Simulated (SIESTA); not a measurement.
# Hf in SIESTA: convergence with basis size

Input of the first run (basis size SZ); the others differ in this setting and in those tied to it:

Hf.fdf

```
SystemName                      Hafnium
SystemLabel                     Hf
NumberOfSpecies                 1
NumberOfAtoms                   2
%block ChemicalSpeciesLabel
  1  72 Hf
%endblock ChemicalSpeciesLabel

LatticeConstant                 1.0 Ang
%block LatticeVectors
     3.1967000000     0.0000000000     0.0000000000
    -1.5983500000     2.7684234083     0.0000000000
     0.0000000000     0.0000000000     5.0578000000
%endblock LatticeVectors
AtomicCoordinatesFormat         Fractional
%block AtomicCoordinatesAndAtomicSpecies
     0.6707990000     0.3463000000     0.7545060000  1  Hf
     0.3256540000     0.6728700000     0.2466750000  1  Hf
%endblock AtomicCoordinatesAndAtomicSpecies

%block kgrid.MonkhorstPack
    8   0   0  0.0
    0   8   0  0.0
    0   0   4  0.0
%endblock kgrid.MonkhorstPack
XC.Functional                   GGA
XC.Authors                      PBEsol
PAO.BasisSize                   SZ
PAO.EnergyShift                 0.003 Ry
Mesh.Cutoff                     800 Ry
OccupationFunction              FD
ElectronicTemperature           0.05 eV
MaxSCFIterations                120
SCF.MustConverge                false
SCF.Mixer.Method                Pulay
SCF.Mixer.Weight                0.25
SCF.Mixer.History               8
SCF.DM.Tolerance                5.0e-05
SCF.H.Tolerance                 1.0e-03 eV
WriteForces                     true
Charge.Mulliken                 end
```

Potentials or basis: PseudoDojo 0.4 standard (PBEsol files), SZ (energy shift 0.003 Ry).

Run with:

```sh
$ siesta Hf.fdf > Hf.out 2>&1
```

The cell isn't the ideal one: atoms moved at random, drawn with an rms of 0.05 Å.

Hardware: 1 thread of Intel(R) Xeon(R) 6975P-C (Granite Rapids), with other jobs on the host.

Task: The values tried are SZ, SZP, DZ, DZP, DZDP, TZP, TZDP, TZTP, loosest first. From which on does the largest force stay within 0.005 eV/Å of the tightest run that finished?

Result: From TZP on.

```tsv
basis size	energy less the tightest run, at zero smearing (meV/atom)	pressure (GPa)	largest force (eV/Å)	SCF cycles	CPU time (s)	peak memory (GiB)
SZ	1239.91	-16.04	0.127	5	15	0.29
SZP	136.99	-4.20	0.191	8	34	0.34
DZ	94.07	-4.56	0.222	9	33	0.32
DZP	46.24	-3.52	0.196	8	50	0.37
DZDP	27.66	-3.39	0.193	8	69	0.4
TZP	22.32	-3.77	0.185	8	74	0.42
TZDP	11.02	-3.64	0.182	8	95	0.45
TZTP	0.00	-3.76	0.182	8	130	0.49
```

Not settled before the last step: the energy (to 1 meV/atom), the pressure (to 0.1 GPa). The tightest run that finished is the yardstick and may itself not be fully converged.

Caveat, for the tightest run too: short orbitals over semicore shells can move pressures by several GPa; the basis of atomic orbitals isn't converged, which shifts pressures, moduli and gaps. The run has no spin-orbit coupling, so splittings on Hf are missing.
